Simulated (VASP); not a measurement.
# PtSe2 (Sudovikovite) (P-3m1) in VASP: further runs

Aim: see how the results for PtSe2 (Sudovikovite) move with the level of theory and the settings. Levels: r2SCAN+rVV10, rev-vdW-DF2. Tasks: relaxation of cell and atoms.

Program: VASP 6.6.1. These are calculated values, not measurements. Logs are shortened: lines on timing, memory, paths and dates and some standing lists are left out, and cuts for length are marked.

## Step 1: Starting point

The structure is trigonal, space group P-3m1 (No. 164). Conventional cell: a = 3.733 Å, b = 3.733 Å, c = 5.272 Å, α = 90.00°, β = 90.00°, γ = 120.00°. Pt (site symmetry -3m) is surrounded by 6 Se at 2.52 Å. Se (site symmetry 3m) has 3 Pt at 2.52 Å as nearest neighbours.

## Step 2: Relaxation of cell and atoms, r2SCAN+rVV10

INCAR

```
ALGO = Normal
BPARAM = 11.95
CPARAM = 0.0093
EDIFF = 1E-7
EDIFFG = -0.005
ENCUT = 600
IBRION = 2
ISIF = 3
ISMEAR = 0
IVDW_NL = 2
LASPH = T
LCHARG = F
LMIXTAU = T
LREAL = F
LUSE_VDW = T
LWAVE = F
METAGGA = R2SCAN
NELM = 80
NSW = 90
PREC = Accurate
SIGMA = 0.03
```

KPOINTS

```
k-points
0
Gamma
  9 9 5
```

POSCAR

```
PtSe2                                   
1.0
    3.7334899559     -0.0000000000     -0.0000000000
   -1.8667449779      3.2332971466      0.0000000000
    0.0000000000      0.0000000000      5.2719354269
  Pt              Se            
     1     2
Direct
     0.0000000000000000    0.0000000000000000    0.0000000000000000
     0.3333333332999970    0.6666666667000030    0.2467142289900422
     0.6666666667000030    0.3333333332999970    0.7532857710099579
```

Potentials or basis: VASP PAW PBE potentials, release 64 (Pt, Se).

Launch:

```
$ cat potpaw_PBE.64/Pt/POTCAR potpaw_PBE.64/Se/POTCAR > POTCAR
$ mpirun -np 1 vasp_std > vasp.out
```

OUTCAR:

```text
BPARAM = 11.95
   EDIFF = 1E-7
   EDIFFG = -0.005
   ENCUT = 600
   IBRION = 2
   ISIF = 3
   ISMEAR = 0
   IVDW_NL = 2
   LASPH = T
   LREAL = F
   METAGGA = R2SCAN
   NELM = 80
   NSW = 90
   PREC = Accurate

 ion  position               nearest neighbor table
   1  0.000  0.000  0.000-   2 2.52   3 2.52   2 2.52   3 2.52   3 2.52   2 2.52
   2  0.333  0.667  0.247-   1 2.52   1 2.52   1 2.52
   3  0.667  0.333  0.753-   1 2.52   1 2.52   1 2.52

  LATTYP: Found a hexagonal cell.
 ALAT       =     3.7334899559
 C/A-ratio  =     1.4120663211

  Lattice vectors:

 A1 = (   3.7334899559,   0.0000000000,   0.0000000000)
 A2 = (  -1.8667449779,   3.2332971466,   0.0000000000)
 A3 = (   0.0000000000,   0.0000000000,   5.2719354269)

Analysis of symmetry for initial positions (statically):
=====================================================================
 Subroutine PRICEL returns:
 Original cell was already a primitive cell.

 Routine SETGRP: Setting up the symmetry group for a
 hexagonal supercell.

 Subroutine GETGRP returns: Found 12 space group operations
 (whereof 12 operations were pure point group operations)
 out of a pool of 24 trial point group operations.

The static configuration has the point symmetry D_3d.

Analysis of symmetry for dynamics (positions and initial velocities):
=====================================================================
 Subroutine PRICEL returns:
 Original cell was already a primitive cell.

 Routine SETGRP: Setting up the symmetry group for a
 hexagonal supercell.

 Subroutine GETGRP returns: Found 12 space group operations
 (whereof 12 operations were pure point group operations)
 out of a pool of 24 trial point group operations.

The dynamic configuration has the point symmetry D_3d.

 Subroutine INISYM returns: Found 12 space group operations
 (whereof 12 operations are pure point group operations),
 and found     1 'primitive' translations

----------------------------------------------------------------------------------------

                                     Primitive cell

  volume of cell :      63.6401

  direct lattice vectors                    reciprocal lattice vectors
     3.733489956  0.000000000  0.000000000     0.267845906  0.154640906  0.000000000
    -1.866744978  3.233297147  0.000000000     0.000000000  0.309281812  0.000000000
     0.000000000  0.000000000  5.271935427     0.000000000  0.000000000  0.189683659

  length of vectors
     3.733489956  3.733489956  5.271935427     0.309281812  0.309281812  0.189683659

  position of ions in fractional coordinates (direct lattice)
     0.000000000  0.000000000  0.000000000
     0.333333333  0.666666667  0.246714229
[... 108 lines left out ...]
   BPARAM     =11.9500
   IVDW    =     0    specifies the selected vdW correction
   LEPSILON=     F    determine dielectric tensor
   LRPA    =     F    only Hartree local field effects (RPA)
 conjugate gradient relaxation of ions
 non-spin polarized calculation
 Gauss-broadening in eV      SIGMA  =   0.03
  energy-cutoff  :      600.00
  volume of cell :       63.64
 maximum number of plane-waves:      2151
 NGX is ok and might be reduce to    30

--------------------------------------- Ionic step        1  -------------------------------------------

 number of electron      22.0000002 magnetization

 Free energy of the ion-electron system (eV)
  ---------------------------------------------------
  ext. energy  EPLUGINS =         0.00000000
  ---------------------------------------------------
  free energy    TOTEN  =       -81.01440252 eV

  energy without entropy =      -81.01426931  energy(sigma->0) =      -81.01433592

------------------------ aborting loop because EDIFF is reached ----------------------------------------

  FORCE on cell =-STRESS in cart. coord.  units (eV):
  Direction    XX          YY          ZZ          XY          YZ          ZX
  --------------------------------------------------------------------------------------
  -------------------------------------------------------------------------------------
  Total        0.0172876      0.0172876      0.0201272      0.0000000      0.0000000     -0.0000000
  in kB        0.4352268      0.4352268      0.5067147      0.0000000      0.0000000     -0.0000000
  external PRESSURE =       0.4590561 kB  Pullay stress =       0.0000000 kB
[... 61 lines left out ...]
--------------------------------------- Ionic step        3  -------------------------------------------

 number of electron      22.0000002 magnetization

 Free energy of the ion-electron system (eV)
  ---------------------------------------------------
  ext. energy  EPLUGINS =         0.00000000
  ---------------------------------------------------
  free energy    TOTEN  =       -81.01440457 eV

  energy without entropy =      -81.01427136  energy(sigma->0) =      -81.01433796

 E-fermi :   5.8524     XC(G=0): -11.0494

 val. band max:        5.6421074607   @ k =   0.1111  -0.0000   0.0000
 cond. band min:       5.8667439738   @ k =   0.3333   0.3333   0.0000
 fundamental gap:      0.2246365131
 Fermi energy:         5.8524332081

 k-point     1 :       0.0000    0.0000    0.0000
  band No.  band energies     occupation
      1     -10.2581      2.00000
      2      -7.6727      2.00000
      3      -1.4666      2.00000
      4      -0.7349      2.00000
      5      -0.7349      2.00000
      6       1.6306      2.00000
      7       1.6306      2.00000
      8       3.0098      2.00000
      9       4.6446      2.00000
     10       4.6446      2.00000
     11       5.9287      0.00032
     12       7.3367      0.00000
     13       7.3367      0.00000
     14       9.9866      0.00000
[... 401 lines left out ...]
      2      -8.0519      2.00000
      3      -0.9702      2.00000
      4      -0.4478      2.00000
      5      -0.0057      2.00000
      6       0.4639      2.00000
      7       1.2065      2.00000
      8       2.1616      2.00000
      9       3.5587      2.00000
     10       3.6701      2.00000
     11       5.0643      2.00000
     12       6.0583      0.00000
     13       7.1683      0.00000
     14      10.6549      0.00000
     15      12.5927      0.00000

 [... further k-points ...]

------------------------ aborting loop because EDIFF is reached ----------------------------------------

  FORCE on cell =-STRESS in cart. coord.  units (eV):
  Direction    XX          YY          ZZ          XY          YZ          ZX
  --------------------------------------------------------------------------------------
  -------------------------------------------------------------------------------------
  Total        0.0026733      0.0026733      0.0090033      0.0000000     -0.0000000      0.0000000
  in kB        0.0672840      0.0672840      0.2266060      0.0000000     -0.0000000      0.0000000
  external PRESSURE =       0.1203913 kB  Pullay stress =       0.0000000 kB
[... 18 lines left out ...]
  FREE ENERGIE OF THE ION-ELECTRON SYSTEM (eV)
  ---------------------------------------------------
  free  energy   TOTEN  =       -81.0144045659 eV

  energy  without entropy=      -81.0142713557  energy(sigma->0) =      -81.01433796

 reached required accuracy - stopping structural energy minimisation
```

Run time: 5.5 min. Hardware: 1 thread of Intel Xeon 6975P-C (Granite Rapids), shared host; peak memory 0.38 GiB.

Results:

| Item | Value |
| --- | --- |
| Free energy | -81.0144 eV |
| Relaxed volume | 21.22 Å³/atom |
| Relaxed cell | a = 3.734 Å, b = 3.734 Å, c = 5.272 Å, α = 90.00°, β = 90.00°, γ = 120.00° |
| Space group after relaxing (to 0.05 Å) | P-3m1 (No. 164) |
| Energy gained by relaxing | 0.0 meV/atom |
| Ionic steps | 3 |
| Pressure after relaxing | 0.0 GPa |
| Band gap on the k mesh | none (metal or under the smearing width) |

Final structure:
```yaml
crystal:
  lattice:
    - [3.73378, 0.00000, 0.00000]
    - [-1.86689, 3.23355, 0.00000]
    - [0.00000, 0.00000, 5.27242]
  atoms:
    - { symbol: Pt, position: [0.00000, 0.00000, 0.00000] }
    - { symbol: Se, position: [0.33333, 0.66667, 0.24672] }
    - { symbol: Se, position: [0.66667, 0.33333, 0.75328] }
```

Caveat: the PAW data sets were made with another functional, which shifts forces and pressure a little.

## Step 3: Relaxation of cell and atoms, rev-vdW-DF2

This run uses another cell than the first one, of 20.27 Å³/atom, 0.955 times its volume.

INCAR

```
SYSTEM = PtSe2
  AGGAC = 0.0
  ALGO = Normal
  EDIFF = 1E-6
  EDIFFG = -0.01
  ENCUT = 600
  GGA = MK
  IBRION = 2
  ISIF = 3
  ISMEAR = 0
  LASPH = .True.
  LCHARG = .False.
  LREAL = .False.
  LUSE_VDW = .True.
  LWAVE = .False.
  NELM = 80
  NSW = 90
  PARAM1 = 0.1234
  PARAM2 = 0.711357
  PREC = Accurate
  SIGMA = 0.03
  ZAB_VDW = -1.8867
```

KPOINTS

```
k-points
0
Gamma
  9 9 5
  0 0 0
```

POSCAR

```
PtSe2
1.0
    3.7240000000      0.0000000000      0.0000000000
   -1.8620000000      3.2250786037      0.0000000000
    0.0000000000      0.0000000000      5.0620000000
Pt Se
1 2
Direct
    0.0000000000      0.0000000000      0.0000000000
    0.3333333333      0.6666666667      0.2500000000
    0.6666666667      0.3333333333      0.7500000000
```

Potentials or basis: VASP PAW PBE potentials, release 64 (Pt, Se).

Launch:

```
$ cat potpaw_PBE.64/Pt/POTCAR potpaw_PBE.64/Se/POTCAR > POTCAR
$ mpirun -np 1 vasp_std > vasp.out
```

Run time: 12 min. Hardware: 1 thread of Intel Xeon 6975P-C (Granite Rapids), shared host; peak memory 0.45 GiB.

The run converged. Its results:

| Property | Result |
| --- | --- |
| Free energy | -9.4163 eV |
| Relaxed volume | 20.53 Å³/atom |
| Relaxed cell | a = 3.781 Å, b = 3.781 Å, c = 4.975 Å, α = 90.00°, β = 90.00°, γ = 120.00° |
| Space group after relaxing (to 0.05 Å) | P-3m1 (No. 164) |
| Energy gained by relaxing | 20.4 meV/atom |
| Ionic steps | 14 |
| Pressure after relaxing | 0.0 GPa |
| Band gap on the k mesh | none (metal or under the smearing width) |

Forces on the atoms (eV/Å):
```
Pt   0.000  0.000  0.000
Se   0.000  0.000 -0.003
Se   0.000  0.000  0.003
```

Step by step:
```tsv
step	energy change (eV)	largest force (eV/Å)	pressure (GPa)	volume (Å³)
1	0.0000	0.7312	5.99	60.80
2	0.0820	0.7062	-7.90	67.70
3	-0.0547	0.1038	-0.32	63.32
4	-0.0548	0.1158	-0.18	63.27
5	-0.0560	0.0890	-0.15	63.11
6	-0.0575	0.0236	-0.06	62.73
7	-0.0575	0.0044	-0.03	62.61
8	-0.0588	0.0032	-0.09	62.41
9	-0.0611	0.0259	-0.19	61.78
10	-0.0611	0.0329	-0.20	61.68
11	-0.0596	0.0870	1.01	61.05
12	-0.0612	0.0118	0.01	61.57
13	-0.0612	0.0109	0.02	61.57
14	-0.0612	0.0029	0.00	61.60
```

Final structure:
```yaml
crystal:
  lattice:
    - [3.78093, 0.00000, 0.00000]
    - [-1.89046, 3.27438, 0.00000]
    - [0.00000, 0.00000, 4.97536]
  atoms:
    - { symbol: Pt, position: [0.00000, 0.00000, 0.00000] }
    - { symbol: Se, position: [0.33333, 0.66667, 0.26099] }
    - { symbol: Se, position: [0.66667, 0.33333, 0.73901] }
```

Levels at points of the mesh, in eV from the Fermi level:
| k point | band 9 | band 10 | band 11 | band 12 | band 13 | band 14 |
| --- | --- | --- | --- | --- | --- | --- |
| (0.00, 0.00, 0.00) | -0.98 | -0.98 | 0.61 | 1.14 | 1.14 | 3.51 |

Caveat: the PAW data sets were made with another functional, which shifts forces and pressure a little. The run has no spin-orbit coupling, so splittings on Pt are missing.
